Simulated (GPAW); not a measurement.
Runs of GPAW 26.7.0 on BP. Symmetry: F-43m, No. 216, cubic system. Conventional cell: a = 4.538 Å, b = 4.538 Å, c = 4.538 Å, α = 90.00°, β = 90.00°, γ = 90.00°. P (site symmetry -43m) is surrounded by 4 B at 1.97 Å. B (site symmetry -43m) is surrounded by 4 P at 1.97 Å. 

```tsv
task	level	cell	k mesh	smearing	maxiter	older calculator (legacy_gpaw)	convergence	displacement	relaxed first	other keys	mesh quality	gap on the mesh (eV)	pressure (GPa)
electron localisation function	optB88-vdW	as given	6 × 6 × 6	fermi-dirac 0.01 eV	150	yes	-	-	-	-	coarse	1.49	-
electron localisation function	MS2	as given	5 × 5 × 5	fermi-dirac 0.01 eV	150	-	-	-	-	-	coarse	1.73	(a)
Born charges	optB88-vdW	atoms relaxed	6 × 6 × 6	fermi-dirac 0.01 eV	50	yes	density=1e-06 eigenstates=1e-09	0.02	ions	several, not listed	coarse	1.49	-
gruneisen	r2SCAN+D4	relaxed	7 × 7 × 7	fermi-dirac 0.05 eV	80	-	density=1e-06 eigenstates=1e-09	0.01	cell	several, not listed	not flagged	1.41	0.0
```

Alike in all rows: potentials or basis GPAW PAW data sets (gpaw-data 1.2.1), pw; no spin polarisation; cutoff (eV) 680.

Task: Estimate the missing entries.

Result: (a) -0.8.

Caveats: some runs use coarse meshes; the PAW data sets were made with another functional, which shifts forces and pressure a little; the cutoff is short for stress and forces, so pressures can be off by a GPa or more (some runs); an odd mesh through Γ misses points on the zone boundary, where band edges often lie (some runs); the LO-TO splitting is left out (some runs); the density grid can change from cell to cell, which puts small steps into energies and stress (some runs).

Runs at the PBE level aren't shown here.
